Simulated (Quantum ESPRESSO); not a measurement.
**Ti under changes of volume**

One of the cells (17.676 Å³/atom); the others are scaled copies at fixed shape and fractional positions:

```
Ti
1.0
    -1.64100    1.64100    1.64100
     1.64100   -1.64100    1.64100
     1.64100    1.64100   -1.64100
Ti
1
Direct
  0.00000 0.00000 0.00000
```

This isn't the form of Ti at room conditions, which is hcp.

| Item | Value |
| --- | --- |
| Program | Quantum ESPRESSO 7.5 |
| Functional | PBEsol |
| Potentials or basis | GBRV 1.5 PBEsol |
| Cutoff | 612 eV |
| Density cutoff | 4898 eV |
| k mesh | 11 × 11 × 11 |
| Occupations | fermi-dirac, width 0.05 eV |
| Spin | no spin polarisation |

```tsv
volume (Å³/atom)	energy over the lowest point (meV/atom)	pressure (GPa)
16.616	0.00	-0.6
16.969	4.45	-2.9
17.323	13.59	-4.9
17.676	26.99	-6.8
18.030	44.22	-8.5
18.383	64.96	-10.0
18.737	?	?
```

Problem. What does the run at 18.737 Å³/atom give?

Solution. Energy over the lowest point 88.88 meV/atom; pressure -11.4 GPa.

Worked out: A Birch-Murnaghan fit of order 3 (a polynomial in V^(-2/3)) to the other rows has its minimum at 16.48 Å³/atom, just outside them, with B0 = V·E''(V) = 113 GPa and B' = 3.5. It gives 88.92 meV/atom at 18.737 Å³/atom, against the run's 88.88, and -dE/dV = -11.5 GPa, against -11.4.

Energies are extrapolated to zero smearing.
